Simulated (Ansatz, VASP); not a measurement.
**One calculation of Be, two programs**

```
Be
1.0
    -1.25007    1.25007    1.25007
     1.25007   -1.25007    1.25007
     1.25007    1.25007   -1.25007
Be
1
Direct
  0.00000 0.00000 0.00000
```

Alike in both runs: functional PBE; k mesh 20 × 20 × 20; occupations fermi-dirac, width 0.05 eV; no spin polarisation.

Ansatz relaxed the structure, and its values are those at the end. VASP's run is a single point on that final structure, the one shown.

|  | VASP | Ansatz |
| --- | --- | --- |
| version | VASP 6.6.1 | Ansatz 0.2.0 |
| potentials or method | VASP PAW PBE potentials, release 64 (Be) | PAW with Ansatz's earlier generated frozen-core files (soft_1), scalar-relativistic |
| plane-wave cutoff (eV) | 520 | 420 |
| valence electrons in the cell | 2 | 2 |

```csv
,VASP,Ansatz,Ansatz less VASP
pressure (GPa),0.2,0.0,-0.20
```
